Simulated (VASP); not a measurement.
Input of a VASP 6.6.1 run:

The input POSCAR:

```
TePb
1.0
    0.0000000000      3.2686743700      3.2686743700
    3.2686743700      0.0000000000      3.2686743700
    3.2686743700      3.2686743700      0.0000000000
Te Pb
1 1
Direct
    0.5000000000      0.5000000000      0.5000000000
    0.0000000000      0.0000000000      0.0000000000
```

File INCAR.step1:

```
SYSTEM = TePb
  ALGO = Normal
  EDIFF = 1E-4
  ENCUT = 520
  GGA = PE
  ISMEAR = -1
  LASPH = .True.
  LCHARG = .False.
  LREAL = .False.
  LWAVE = .True.
  NBANDS = 17
  NELM = 60
  PREC = Accurate
  SIGMA = 0.02
```

Contents of INCAR.step2:

```
SYSTEM = TePb
  ALGO = Normal
  EDIFF = 1E-6
  ENCUT = 520
  ISIF = 2
  ISMEAR = -1
  ISTART = 1
  LASPH = .True.
  LCHARG = .False.
  LMIXTAU = .True.
  LREAL = .False.
  LWAVE = .False.
  METAGGA = R2SCAN
  NBANDS = 17
  NELM = 60
  PREC = Accurate
  SIGMA = 0.02
```

Contents of KPOINTS:

```
k-points
0
Gamma
  8 8 8
  0 0 0
```

Potentials or basis: VASP PAW PBE potentials, release 64 (Te, Pb_d).

Launch:

```console
$ cat potpaw_PBE.64/Te/POTCAR potpaw_PBE.64/Pb_d/POTCAR > POTCAR
$ cp INCAR.step1 INCAR
$ mpirun -np 1 vasp_std > vasp.out
$ cp INCAR.step2 INCAR
$ mpirun -np 1 vasp_std > vasp.out
```

Estimate the pressure.

-0.1 GPa.

What does it give for the band gap on the k mesh?

1.09 eV.

Caveat: the PAW data sets were made with another functional, which shifts forces and pressure a little; spin-orbit coupling is left out, which moves the levels of the heavy elements.

**The experiment to reproduce.**

From a printed reference work, monograph, for a bulk crystal of TePb at 4.2 K: band gap 0.19 eV (direct).

A measured gap of TePb is 0.19 eV (direct; 4.2 K; a printed reference work, monograph); the calculated 1.09 eV misses it by +0.90 eV. Spin-orbit coupling on Pb, Te is left out. The value is that of r2SCAN on a finite k mesh, which can miss the band edges, without temperature or zero-point motion.
